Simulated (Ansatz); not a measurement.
MgO built on the wurtzite prototype: a one-shot G0W0 calculation in Ansatz (G0W0@PBE0 with 258 empty bands, a screening cutoff of 180 eV and a 6×6×4 mesh). Cell and atoms come from a relaxation with r2SCAN.

Input (YAML):
```yaml
crystal:
  lattice:
    - [3.2882172281, 0.0, 0.0]
    - [-1.644108614, 2.8476796527, 0.0]
    - [0.0, 0.0, 5.0343662748]
  atoms:
    - { symbol: Mg, position: [0.3333333333, 0.6666666667, -0.0098385227] }
    - { symbol: Mg, position: [0.6666666667, 0.3333333333, 0.4901614773] }
    - { symbol: O, position: [0.3333333333, 0.6666666667, 0.3848385227] }
    - { symbol: O, position: [0.6666666667, 0.3333333333, 0.8848385227] }
kpoints:
  mp_grid: { grid: [6, 6, 4] }
hamiltonian:
  xc: pbe0
scf:
  occupations: { method: fixed }
gw:
  n_empty_bands: 258
  ecut_chi: 180
  qp_bands: [v2, c2]
  qp_kpoints: band_edges
  screening: { model: contour_deformation }
```

**Question.** What wall time did it need on 1 × NVIDIA H100 80GB HBM3 with 2 threads of AMD EPYC 7R13 Processor (Zen 3), on a shared host, load about 2.9 per core, and how much host memory at the peak?

**Answer.** About 28 s, with a peak of 2 GiB.

Output, abridged:
```
Pseudopotential: Mg, paw, valence charge 10, recommended cutoff 420 eV (normal)
Pseudopotential: O, paw, valence charge 6, recommended cutoff 420 eV (normal)
Functional definition: PBE0
  parameter a = 0.25
  parameter kappa = 0.804
  parameter beta = 0.06672455060314922
  exchange = (1 - a)*pbe_x(kappa = kappa, mu = beta*pi^2/3) + a*exact_x
  correlation = pbe_c(beta = beta)
Crystal: 4 atoms, lattice volume = 47.141 Å³
Basis set: ecut = 420 eV, 929 PW (Γ)
Bands: 20, of which v1, the nominal top of the filled ones, is band 16 counted from 1 (15 counted from 0)
Symmetry: 12 space group operations
Space group: P63mc (ITA 186)
k-points: 21 of 144 (time reversal used)
[warm-up without exact exchange]
SCF 1 stopped early in 2 iterations: F = -4987.990272 eV  dr2 = 1.80e-4
[exact exchange on]
Exchange kernel: α = 0.2500, full range, Wigner–Seitz truncation, v(0) = 12337.7594 eV·Å³, q-mesh 6×6×4
SCF 2 stopped early in 6 iterations: F = -4988.817206 eV  dr2 = 1.52e-6
hybrid outer 1: dexx = +9.980e-3 eV, tail = 9.50e-5 eV
SCF 3 converged in 3 iterations: F = -4988.817198 eV  dr2 = 8.61e-9
hybrid outer 2: dexx = +5.268e-7 eV, tail = 5.54e-8 eV, Δε = 2.68e-3 eV
hybrid SCF converged: 2 outer / 9 inner (+2 warm-up)
Free energy (F): -4988.817198 eV
Fermi energy:    3.395543 eV
--- G₀W₀: contour deformation, 6 samples at zero and on the imaginary axis and 3 off it, 144 q-points, 258 empty bands' worth ---
    ik  band        ε_KS         Σx   Σc(E_QP)       V_xc       Z   E_QP_lin       E_QP  E_QP is
     0    15      3.0016   -25.7563     3.4850   -21.6971  0.8111     2.4249     2.4275  root
     0    16      3.3955   -25.9758     3.4465   -21.9970  0.8117     2.8611     2.8633  root
     0    17      9.2647    -7.0805    -3.0129   -10.5565  0.8763     9.7287     9.7277  root
     0    18     14.5496    -5.9159    -3.5886   -10.0684  0.8698    15.1153    15.1134  root
     1    15      2.9466   -25.7466     3.4988   -21.6684  0.8108     2.3645     2.3673  root
     1    16      2.9466   -25.7466     3.4988   -21.6684  0.8108     2.3645     2.3673  root
     1    17     10.1489    -8.0313    -2.9697   -11.5200  0.8698    10.6692    10.6680  root
     1    18     13.5669    -7.3494    -3.4443   -11.4106  0.8614    14.1862    14.1839  root
     2    15      2.8196   -25.7202     3.5283   -21.5991  0.8102     2.2239     2.2267  root
     2    16      2.8196   -25.7202     3.5283   -21.5991  0.8102     2.2239     2.2267  root
     2    17     11.8681    -8.2588    -3.1649   -12.0236  0.8625    12.4699    12.4680  root
     2    18     11.8681    -8.2588    -3.1649   -12.0236  0.8625    12.4699    12.4680  root
     3    15      2.9951   -25.8395     3.5026   -21.7628  0.8108     2.4184     2.4211  root
     3    16      3.2900   -25.9186     3.4664   -21.9082  0.8113     2.7436     2.7460  root
     3    17     10.4364    -8.2275    -2.9890   -11.7576  0.8680    10.9788    10.9774  root
     3    18     15.2244    -6.6441    -3.6322   -10.9069  0.8583    15.8577    15.8550  root
     4    15      2.9134   -25.7787     3.5131   -21.6824  0.8106     2.3273     2.3301  root
     4    16      3.0545   -25.7102     3.4833   -21.6551  0.8110     2.4800     2.4827  root
     4    17     11.0423    -8.3718    -3.0382   -11.9797  0.8651    11.6137    11.6121  root
     4    18     14.0303    -7.5056    -3.4740   -11.6156  0.8565    14.6689    14.6663  root
     5    15      2.7246   -25.6446     3.5367   -21.5033  0.8100     2.1169     2.1200  root
     5    16      2.7246   -25.6446     3.5367   -21.5033  0.8100     2.1169     2.1200  root
     5    17     12.4258    -8.1780    -3.2259   -12.0196  0.8601    13.0436    13.0415  root
     5    18     12.4258    -8.1780    -3.2259   -12.0196  0.8601    13.0436    13.0415  root
     6    15      2.9275   -25.8614     3.5237   -21.7548  0.8105     2.3419     2.3447  root
     6    16      2.9387   -25.5873     3.4984   -21.5036  0.8104     2.3506     2.3535  root
     6    17     12.4698    -8.1352    -3.2373   -11.9904  0.8600    13.0899    13.0877  root
     6    18     14.7891    -5.1099    -3.5373    -9.1255  0.8625    15.2689    15.2674  root
     7    15      2.8106   -25.7468     3.5319   -21.6182  0.8103     2.2109     2.2139  root
     7    16      2.9492   -25.6544     3.5075   -21.5611  0.8104     2.3606     2.3634  root
     7    17     12.5797    -7.3966    -3.2742   -11.2485  0.8631    13.1592    13.1573  root
     7    18     14.0806    -5.8370    -3.4584    -9.8112  0.8632    14.5981    14.5964  root
     9    15      2.5438   -25.0676     3.5004   -20.9378  0.8100     1.9110     1.9144  root
     9    16      2.8836   -25.8498     3.5321   -21.7287  0.8104     2.2918     2.2946  root
     9    17     13.7571    -6.2500    -3.3972   -10.1858  0.8609    14.2976    14.2957  root
     9    18     13.9789    -5.0600    -3.4711    -8.9979  0.8695    14.4470    14.4457  root
  […]
```

The points are ik 0 = (0, 0, 0) (Γ), ik 1 = (0, 0, 1/4), ik 2 = (0, 0, -1/2), ik 3 = (0, 1/6, 0), ik 4 = (0, 1/6, 1/4), ik 5 = (0, 1/6, -1/2), ik 6 = (0, 1/3, 0), ik 7 = (0, 1/3, 1/4), ik 9 = (0, -1/2, 0), ik 10 = (0, -1/2, 1/4), ik 11 = (0, -1/2, -1/2), ik 12 = (1/6, 1/6, 0); band 16 is the last filled one.

G0W0 moves the gap on the mesh from 5.87 eV (PBE0) to 6.86 eV (direct at Γ). Renormalisation factors Z lie between 0.81 and 0.88. No extrapolation in bands, cutoff or mesh was made for G0W0.

Spin-unpolarised throughout. Whether this structure exists isn't addressed.
